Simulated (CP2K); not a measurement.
Crystal: Hf.

```
Hf
1.0
     3.12635    0.00000    0.00000
    -1.04212    2.94755    0.00000
    -1.04212   -1.47378    2.55266
Hf
1
Cartesian
  0.0000 0.0000 0.0000
```

This isn't the form of Hf at room conditions, which is hcp.

```yaml
Program: CP2K 2026.2
Task: single point
Functional: PBE
Potentials_or_basis: POTENTIAL_UZH Hf GTH-PBE-q12; TZVP-MOLOPT-PBE-GTH basis
Density_cutoff: 6123 eV
k_mesh: 10 × 10 × 10
Occupations: fermi-dirac, width 0.05 eV
Spin: no spin polarisation
```

On this cell: pressure -4.5 GPa; band gap on the k mesh none (metal or under the smearing width).

The same run follows on a disturbed copy (cell strained at random at fixed volume):

```
CELL_PARAMETERS angstrom
3.09769 0.00000 0.00000
-0.91034 2.96796 0.00000
-1.03214 -1.45544 2.55856
ATOMIC_POSITIONS crystal
Hf 0.98347 0.99320 0.98959
```

Task: What does the disturbed cell give?

Result: The energy (extrapolated to zero smearing) moves by +1.7 meV/atom; pressure -4.4 GPa; band gap on the k mesh none (metal or under the smearing width).

Stress tensor (GPa, compression positive):
```
-3.46  0.17 -0.55
 0.17 -3.58 -1.26
-0.55 -1.26 -6.25
```

Caveats: the basis of atomic orbitals isn't converged, which shifts pressures, moduli and gaps.
